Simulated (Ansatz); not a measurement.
Crystal: Co, fcc type, 1 atom in the cell.

Level of theory: PBE, plane waves, PAW datasets (generated soft set 1) (Ansatz).

Cutoff 420 eV; k-mesh 54×54×54 Γ-centred; Fermi–Dirac smearing of 0.0612 eV; no spin polarisation.

The fit to the energies gives V₀ = 10.312 Å³/atom (a₀ = 3.455 Å), B₀ = 254 GPa, B₀′ = 4.73.

(1) What pressure does the program print at V = 9.901 Å³/atom, and how far above the lowest computed point (V = 10.313 Å³/atom) does the energy lie?

## Answers

(1) 11.41 GPa and 14.09 meV/atom. All points:

```csv
V (Å³/atom),a (Å),E − E(min) (meV/atom),P (GPa)
9.694,3.3848,33.05,18.18
9.901,3.4086,14.09,11.41
10.107,3.4321,3.37,5.37
10.313,3.4553,0.00,-0.02
10.520,3.4782,3.18,-4.83
10.726,3.5008,12.21,-9.11
10.932,3.5231,26.44,-12.93
```

The published all-electron PBE values for this crystal (mean of FLEUR and WIEN2k, k-spacing 0.06 Å⁻¹; Bosoni et al., Nat. Rev. Phys. 6, 45 (2024)) are V₀ = 10.308 Å³/atom, B₀ = 255.0 GPa, B₀′ = 4.75.

The stress includes the program's correction for the finite plane-wave basis.

This cubic structure is a model: it isn't the usual form of the substance at ambient conditions, and such phases are metastable or hypothetical. The real material is magnetic: without spin this is a model state, and volume, stiffness and gap can lie far from those of the magnetic ground state.
